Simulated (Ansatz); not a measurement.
## AlNi: clamped-ion strain scan

Level of theory: Ansatz, DFT PBEsol, scalar-relativistic, plane waves, PAW. Cutoff 420 eV, Γ-centred 20×20×20 k-points, Gaussian smearing of 0.15 eV. No spin polarisation. A magnetic state may lie lower. Energies are free energies at this smearing, counted from the undisturbed cell; pressure is positive in compression.

Reference structure (relaxed at this level; it needn't be the usual structure):

```yaml
crystal:
  lattice:
    - [2.02133, -2.02135, 0.00000]
    - [2.02133, 2.02135, 0.00000]
    - [0.00000, 0.00000, 2.86941]
  atoms:
    - { symbol: Al, position: [0.00000, 0.00000, 0.00000] }
    - { symbol: Ni, position: [0.50000, 0.50000, 0.50000] }
```

The cell is strained by ε times the Voigt pattern (1, 1, 0, 0, 0, 0) (xx, yy, zz, yz, xz, xy; engineering shear) with fractional coordinates fixed. The cell is metallic on the mesh throughout.

| ε | ΔE (meV/atom) | stress summed along the pattern (GPa, tension positive) | pressure (GPa) |
| --- | --- | --- | --- |
| -0.0200 | 11.8 | -16.64 | 7.7 |
| -0.0150 | 6.6 | -12.24 | 5.6 |
| -0.0100 | 3.0 | -8.05 | 3.7 |
| -0.0050 | 0.8 | -4.04 | 1.8 |
| 0.0000 | 0.0 | -0.23 | 0.0 |
| 0.0050 | 0.6 | 3.41 | -1.7 |
| 0.0100 | 2.5 | 6.87 | -3.3 |
| 0.0150 | 5.7 | 10.16 | -4.8 |
| 0.0175 | 7.7 | 11.75 | -5.5 |
| 0.0200 | 10.0 | 13.29 | -6.3 |